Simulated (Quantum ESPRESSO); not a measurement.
The system is SrO.

```
Sr O
1.0
     0.00000    2.56630    2.56630
     2.56630    0.00000    2.56630
     2.56630    2.56630    0.00000
Sr O
1 1
Direct
  0.50000 0.50000 0.50000
  0.00000 0.00000 0.00000
```

| Property | Result |
| --- | --- |
| Program | Quantum ESPRESSO 7.5 |
| Task | phonons |
| Functional | LDA |
| Potentials or basis | GBRV 1.5 LDA |
| Cutoff | 612 eV |
| Density cutoff | 4898 eV |
| k mesh | 6 × 6 × 6, shifted |
| Occupations | fermi-dirac, width 0.05 eV |
| Spin | no spin polarisation |
| Form of the LDA correlation | PZ81 |
| Mixing beta | 0.5 |
| Most SCF iterations | 120 |
| SCF threshold | 4e-10 Ry |

The cell and the atoms were relaxed first, to 16.25 Å³/atom (a = 3.582 Å, b = 3.582 Å, c = 3.582 Å, α = 60.00°, β = 60.00°, γ = 60.00°), and the response was taken there.

The first run showed a gap, so the response started from a second, tighter run with fixed occupations.

Q: How polar is the lattice: what are the Born charges, the two dielectric constants and the LO-TO splitting?

A: Born charges ±2.47 e; dielectric constants 3.87 (electrons alone) and 18.37 (static); transverse and longitudinal modes at 217 and 474 cm⁻¹.
